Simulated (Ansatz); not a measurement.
# Forms of BP₂: one energy to predict

These are results of DFT PBE, scalar-relativistic, plane waves, PAW in Ansatz, not measurements. Settings: cutoff 420 eV, Γ-centred meshes spaced at most about 0.3 Å⁻¹, and about 0.25 Å⁻¹ or finer for metals (2π included), Gaussian smearing. No spin polarisation.

All energies are static (0 K, no zero-point motion). Rows are sorted by volume; energies count from the lowest form computed. Coordination counts P atoms around B (those within 1.25 times the shortest such distance or 1.15 times the sum of covalent radii; a plus sign parts nearer from farther groups). The table shows 7 of 12 forms computed.

| row | form | source | atoms | coordination | V (Å³/atom) | gap on mesh (eV) | ΔE (meV/atom) |
| --- | --- | --- | --- | --- | --- | --- | --- |
| 1 | I4_1/amd | invented | 6 | B 4 | 12.2 | 0 | 606 |
| 2 | P4/mmm | invented | 3 | B 4 | 13.1 | 0 | 848 |
| 3 | P3m1 | invented | 6 | B 4 | 13.6 | 0 | 0 |
| 4 | P-1 | invented | 6 | B 3 | 14.0 | 0 | ? |
| 5 | P4_222 | invented | 6 | B 4 | 14.6 | 0 | 498 |
| 6 | P-3m1 | invented | 6 | B 4 | 14.7 | 0 | 153 |
| 7 | P4/nmm | invented | 6 | B 1+4 | 15.0 | 0 | 806 |

The cell of row 4:

```cif
data_structure
_symmetry_space_group_name_H-M 'P 1'
_symmetry_Int_Tables_number 1
_cell_length_a 3.2745
_cell_length_b 5.0086
_cell_length_c 5.5002
_cell_angle_alpha 74.827
_cell_angle_beta 89.279
_cell_angle_gamma 74.462
_cell_volume 83.72
loop_
_atom_site_label
_atom_site_type_symbol
_atom_site_fract_x
_atom_site_fract_y
_atom_site_fract_z
_atom_site_occupancy
B1 B 0.48358 0.05307 0.83549 1
B2 B 0.51642 0.94693 0.16451 1
P1 P 0.50769 0.45630 0.70469 1
P2 P 0.49231 0.54370 0.29531 1
P3 P 0.04881 0.90966 0.70585 1
P4 P 0.95119 0.09034 0.29415 1
```

Question: Estimate the missing energy, and say where the row ranks.

Answer: 177 meV/atom, which puts it above row 6 and below row 5. Counting P atoms around B, row 4 has B 3 and the lowest form (row 3) has B 4. Row 4 holds B–B pairs (shortest 1.74 Å) and P–P chains (shortest 2.18 Å); the lowest form (row 3) holds P–P nets (shortest 2.23 Å).

An observed structure of this formula, if there is one, may be missing.

The k mesh leaves some 4 meV/atom of noise in the energy of each metallic cell. Weakly bound directions are ill-defined at this level, which has no dispersion term (P3m1, P-3m1, P4/nmm), and this can change margins and order among such cells. In P4/mmm an odd number of electrons in the primitive cell allows no gap without spin; a larger cell or a magnetic state could open one. Cells relaxed within their symmetry can be saddle points. Some types were kept out of the candidates beforehand, so the set may lack a known form.

At 177 meV/atom, the row 4 structure lies well above the P3m1 form but only slightly above P-3m1, so its place relative to the latter is much less secure than its distance from the minimum. Its threefold count of P neighbours doesn't mean that boron is left with an open site: the B–B contact supplies a fourth bond and completes a roughly tetrahedral environment. The energy penalty therefore probably reflects the exchange of strong, slightly polar B–P bonds for homonuclear ones, together with strain in the phosphorus chains, rather than electron-deficient trigonal boron.

Coordination alone can't explain the ranking, since forms with four P neighbours around boron include both the lowest and the highest energies listed. Bond angles and how well the phosphorus framework accommodates its valence electrons must matter too. Density is no better guide, as the most compact form is far from the lowest. The ranking doesn't establish whether any of these forms would resist decomposition into boron phosphide and phosphorus.
